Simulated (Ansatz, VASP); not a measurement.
# Cross-check of TiO2 (TiO2 (010) slab) between VASP and Ansatz

One calculation is typed for both programs; each brings its own data sets. How far apart do they land? The structure shown is the end of the Ansatz relaxation below.

Method: plane waves, with VASP 6.6.1 beside it; PBEsol, in Ansatz 0.2.0.

## Step 1: Starting point

The cell holds 96 atoms: 32 Ti and 64 O. Cell: a = 9.091 Å, b = 11.039 Å, c = 22.000 Å, α = 90.0°, β = 90.0°, γ = 90.0°. Vacuum lies along c.

## Step 2: Ansatz: relaxation, PBEsol

Ansatz runs on its PAW soft_1 files.

This run makes the geometry at which the two programs are then compared.

The input, input.yaml:

```yaml
crystal:
  lattice:
    - [9.0907, 0.0, 0.0]
    - [0.0, 11.039238, 0.0]
    - [0.0, 0.0, 22.0]
  atoms:
    - { symbol: Ti, position: [0.22130042, 0.33432661, 0.3360206] }
    - { symbol: Ti, position: [0.48123663, 0.41866607, 0.44221502] }
    - { symbol: Ti, position: [0.26858141, 0.16866387, 0.44221462] }
    - { symbol: Ti, position: [0.52851551, 0.08432432, 0.33601813] }
    - { symbol: Ti, position: [0.23124103, 0.33175251, 0.55733697] }
    - { symbol: Ti, position: [0.47131717, 0.41607534, 0.66353093] }
    - { symbol: Ti, position: [0.27852362, 0.16607336, 0.66353145] }
    - { symbol: Ti, position: [0.51858436, 0.08175087, 0.55733597] }
    - { symbol: O, position: [0.36158553, 0.31002284, 0.48151293] }
    - { symbol: O, position: [0.12845947, 0.45671798, 0.2980461] }
    - { symbol: O, position: [0.38958694, 0.43969647, 0.36760918] }
    - { symbol: O, position: [0.13330827, 0.31632353, 0.40890365] }
    - { symbol: O, position: [0.36023136, 0.18970294, 0.36761215] }
    - { symbol: O, position: [0.11650759, 0.06632377, 0.40890225] }
    - { symbol: O, position: [0.38823429, 0.06002106, 0.48151333] }
    - { symbol: O, position: [0.12135556, 0.20671866, 0.29804779] }
    - { symbol: O, position: [0.37846699, 0.29369147, 0.70150272] }
    - { symbol: O, position: [0.111586, 0.440389, 0.51803887] }
    - { symbol: O, position: [0.38331118, 0.43408735, 0.59065136] }
    - { symbol: O, position: [0.13958772, 0.31070615, 0.63194286] }
    - { symbol: O, position: [0.36652157, 0.18408984, 0.59065046] }
    - { symbol: O, position: [0.11025281, 0.06070691, 0.63193704] }
    - { symbol: O, position: [0.37138, 0.04369266, 0.70150312] }
    - { symbol: O, position: [0.13824263, 0.19038992, 0.51804193] }
    - { symbol: Ti, position: [0.22130042, 0.83432661, 0.3360206] }
    - { symbol: Ti, position: [0.48123663, 0.91866607, 0.44221502] }
    - { symbol: Ti, position: [0.26858141, 0.66866387, 0.44221462] }
    - { symbol: Ti, position: [0.52851551, 0.58432432, 0.33601813] }
    - { symbol: Ti, position: [0.23124103, 0.83175251, 0.55733697] }
    - { symbol: Ti, position: [0.47131717, 0.91607534, 0.66353093] }
[... 60 atom lines left out ...]
    - { symbol: O, position: [0.88331118, 0.93408735, 0.59065136] }
    - { symbol: O, position: [0.63958772, 0.81070615, 0.63194286] }
    - { symbol: O, position: [0.86652157, 0.68408984, 0.59065046] }
    - { symbol: O, position: [0.61025281, 0.56070691, 0.63193704] }
    - { symbol: O, position: [0.87138, 0.54369266, 0.70150312] }
    - { symbol: O, position: [0.63824263, 0.69038992, 0.51804193] }
basis:
  ecutwfc: 420
  xc_grid: 2
hamiltonian:
  xc: pbesol
  pseudopotentials: { kind: paw, azcp: { folder: soft_1 }, xc_functional: pbe }
kpoints:
  mp_grid: { grid: [1, 1, 1] }
scf:
  occupations: { method: fermi_dirac, width: 0.01 }
  max_iter: 100
output:
  forces: true
relax:
  f_tol: 0.015
  max_steps: 80
  random_displacement: { amplitude: 0.05, seed: 2586 }
```

On the command line:

```
$ ansatz run input.yaml --threads 32 --pin off --max-ram 84787MiB --backend cuda --events-out ev --progress --plain --runs-dir out --max-vram 78GiB
```

Numbers of over 12 decimals in the logs are rounded to 6 here.

What it wrote:

```text
[...]
Engine: ansatz 0.2.0, aarch64-unknown-linux-gnu
[...]
Pseudopotential: Ti, paw, valence charge 12, recommended cutoff 420 eV (normal), soft_1/Ti.paw.azcp
Pseudopotential: O, paw, valence charge 6, recommended cutoff 420 eV (normal), soft_1/O.paw.azcp
Functional definition: PBEsol
[...]
Crystal: 96 atoms, lattice volume = 2207.797 Å³
Basis set: ecut = 420 eV, 43131 PW (Γ), exchange–correlation on 128×150×300 points (8 copies of the dense FFT grid, shifted against one another)
Bands: 480, of which v1, the nominal top of the filled ones, is band 384 counted from 1 (383 counted from 0)
[...]
k-points: 1
[...]
Functional: x = pbesol(κ = 0.804, μ = 0.123457), c = pbesol(β = 0.046)
[...]
relax step   1: F+E_penalty+E_count = -115177.91105787 eV  Δ(F+E_penalty+E_count) = +0.000e0 eV  max|allowed force component| = 2.159e0 eV/Å  Δτ_max = 0.0000 Å  (13 SCF iters, dr2 threshold 5.63e-6 eV [...]
[...]
preconditioner: auto → Resta (q_TF=auto, 2.288 Å⁻¹)  ε∞=4.5  [insulator: Δε(μ)=2.437 eV  Ē_g=9.583 eV  σ=0.010 eV  W_gap=1.00  n_scr=442 (ndim 8)  ℏωp=17.9 eV  f_vac=0.522  D(μ)=0.00/eV (n_scr^D=0)  ε [...]
SCF iter   2: F=—  HF=-115179.491986 eV  |F-HF|=—  |Δ(HF+E_count)|=   2.82e-1  Δρ=3.24e-3  dr2=2.50e-1  ethr=1.71e-4  ⟨swp⟩=7.0  Hψ=649  notcnv=0  defer=79
[...]
SCF iter   7: F=-115179.420290 eV  HF=-115179.420284 eV  |F-HF|=5.64e-6  |Δ(HF+E_count)|=   9.02e-6  Δρ=5.41e-5  dr2=5.91e-5  ethr=1.30e-8  ⟨swp⟩=3.0  Hψ=1733  notcnv=0
SCF 2 converged in 7 iterations: F = -115179.420290 eV  dr2 = 5.91e-5
[...]
SCF 5 converged in 8 iterations: F = -115179.859287 eV  dr2 = 4.84e-8
[...]
relax step   5: F+E_penalty+E_count = -115179.85928714 eV  Δ(F+E_penalty+E_count) = -9.481e-4 eV  max|allowed force component| = 1.064e-2 eV/Å  Δτ_max = 0.0075 Å  (8 SCF iters, accepted)
[...]
SCF converged after 8 iterations
[...]
```

## Step 3: VASP: single point, PBEsol

The same cell, functional, mesh and smearing now go to VASP, with its own data sets.

Lines of VASP's logs that name or quote its potential files are left out, and so is its time.

The input, INCAR:

```
SYSTEM = TiO2
PREC = Accurate
ENCUT = 520
EDIFF = 1E-06
NELM = 120
ISMEAR = -1
SIGMA = 0.01
LREAL = Auto
ALGO = Normal
GGA = PS
NBANDS = 456
LASPH = .TRUE.
LORBIT = 11
LWAVE = .FALSE.
LCHARG = .FALSE.
ISIF = 2
GGA_COMPAT = .FALSE.
EFERMI = MIDGAP
NCORE = 2
```

The input, POSCAR:

```
TiO2
1.0
    9.0907000000      0.0000000000      0.0000000000
    0.0000000000     11.0392380000      0.0000000000
    0.0000000000      0.0000000000     22.0000000000
Ti O
32 64
Direct
    0.2214500000      0.3341600000      0.3360700000
    0.4813900000      0.4184400000      0.4422500000
    0.2687500000      0.1684200000      0.4422700000
    0.5285800000      0.0842700000      0.3360800000
    0.2314200000      0.3316300000      0.5573600000
    0.4715400000      0.4159800000      0.6635400000
    0.2787300000      0.1659800000      0.6635800000
    0.5187400000      0.0816600000      0.5573900000
    0.2215700000      0.8342400000      0.3360700000
    0.4814400000      0.9184100000      0.4422800000
    0.2687300000      0.6684200000      0.4422600000
    0.5286900000      0.5842000000      0.3360500000
    0.2314300000      0.8316900000      0.5573700000
    0.4715200000      0.9159200000      0.6635800000
    0.2786600000      0.6659300000      0.6635600000
    0.5187500000      0.5816700000      0.5573500000
    0.7215400000      0.3341800000      0.3361000000
    0.9814200000      0.4184700000      0.4422800000
    0.7687200000      0.1684000000      0.4423000000
    0.0285900000      0.0841800000      0.3360900000
    0.7314500000      0.3316900000      0.5573700000
    0.9715300000      0.4159500000      0.6635800000
    0.7787100000      0.1659800000      0.6635600000
    0.0187700000      0.0816600000      0.5573800000
    0.7215100000      0.8342700000      0.3360600000
    0.9814200000      0.9184200000      0.4422700000
    0.7687600000      0.6684100000      0.4422500000
    0.0286800000      0.5842100000      0.3360500000
    0.7314100000      0.8316400000      0.5573500000
    0.9714700000      0.9159700000      0.6635600000
[... 60 atom lines left out ...]
    0.8835100000      0.9339900000      0.5906800000
    0.6397300000      0.8106700000      0.6319200000
    0.8666900000      0.6839900000      0.5906700000
    0.6104400000      0.5606500000      0.6319400000
    0.8714600000      0.5435800000      0.7015300000
    0.6383600000      0.6903600000      0.5180300000
```

The input, KPOINTS:

```
Automatic mesh
0
Gamma
1 1 1
0 0 0
```

PAW data sets: Ti_sv and O (PBE family, release 64).

On the command line:

```
$ mpirun -np 8 vasp_gam
```

What it wrote:

```text
[banner, memory and clock lines left out]
running    8 mpi-ranks, on    1 nodes
[...]
|                                                                             |
|               ----> ADVICE to this user running VASP <----                  |
|                                                                             |
|     You enforced a specific xc type in the INCAR file but a different       |
|     [... a line on the potential file left out ...]
|     I HOPE YOU KNOW WHAT YOU ARE DOING!                                     |
|                                                                             |

 LDA part: xc-table for (Slater+PW92), standard interpolation
 POSCAR, INCAR and KPOINTS ok, starting setup
[...]
entering main loop
       N       E                     dE             d eps       ncg     rms          rms(c)
DAV:   1     0.139036552666E+05    0.13904E+05   -0.42687E+05   968   0.184E+03
DAV:   2     0.212227125683E+04   -0.11781E+05   -0.11379E+05  1080   0.563E+02
DAV:   3    -0.741787110780E+03   -0.28641E+04   -0.27438E+04  1136   0.257E+02
DAV:   4    -0.111240250361E+04   -0.37062E+03   -0.36903E+03  1280   0.962E+01
[...]
DAV:  30    -0.883382184865E+03   -0.45153E-05   -0.30360E-07   592   0.890E-04    0.473E-04
DAV:  31    -0.883382186607E+03   -0.17415E-05   -0.18224E-07   544   0.745E-04    0.221E-04
DAV:  32    -0.883382187211E+03   -0.60470E-06   -0.10372E-07   528   0.562E-04
   1 F= -.88338219E+03 E0= -.88338219E+03  d E =0.000000E+00
```

OUTCAR, selected parts (step 3):

```text
  FREE ENERGIE OF THE ION-ELECTRON SYSTEM (eV)
  ---------------------------------------------------
  free  energy   TOTEN  =      -883.3821872113 eV

  energy  without entropy=     -883.3821872113  energy(sigma->0) =     -883.38218721
```

## Step 4: Comparison

Known differences besides the potentials themselves: the cutoff is 420 eV in Ansatz and 520 eV in VASP (PREC = Accurate, projectors in real space); Ansatz makes its cores anew for this functional, VASP keeps those of its PBE data sets. Total energies have different zeros and are not compared.

Both answers:

```tsv
quantity	Ansatz	VASP	difference
gap on the k mesh (eV)	2.623	2.598	+0.025
```

Forces on 7 of the 96 atoms, those with the largest forces and the largest differences (eV/Å; atoms numbered as in POSCAR):

```tsv
atom	Ansatz x, y, z	VASP x, y, z
Ti1	-0.001, -0.001, -0.005	0.103, -0.019, -0.050
Ti7	-0.001, 0.002, -0.005	-0.111, 0.014, 0.039
Ti12	0.000, -0.003, -0.003	-0.103, -0.015, -0.053
Ti20	0.003, -0.001, -0.006	-0.099, -0.012, -0.057
Ti23	0.001, 0.002, -0.002	-0.109, 0.012, 0.041
Ti28	0.001, -0.001, 0.000	-0.105, -0.014, -0.048
Ti31	-0.002, 0.002, -0.001	-0.110, 0.012, 0.044
```

The forces differ by 40 meV/Å r.m.s., where the r.m.s. force is 0.003 eV/Å in Ansatz and 0.040 eV/Å in VASP: the atoms lie near their places of rest in Ansatz, so a percentage would say little (all taken over all components). A gap on the mesh is an upper bound, since the band edges may lie between its points. Where the cell holds vacuum, a pressure given here is an average over it and none of the material.

## Step 5: Outcome

| Item | Value |
| --- | --- |
| r.m.s. force difference (single point, PBEsol) | 40 meV/Å |

The r.m.s. force difference is 40 meV/Å (single point, PBEsol), beyond the 12 meV/Å picked in this series as the mark of a large difference. What causes the difference of the single point, PBEsol pair stays open here. How closely two codes agree says nothing of how well the functional describes the real material.

[Lines on the potential files, build, host, timing and source positions are cut from VASP's logs without a mark.]

[Logs are printed without paths, hosts, clocks, repeated set-up lines and the standing remarks that a program may print on its own settings, such as how far it seeks lower states.]

[Hosts, paths, dates, database ids (printed as entryN), source tags and the programs' standing remarks are cut or masked in the printed files.]
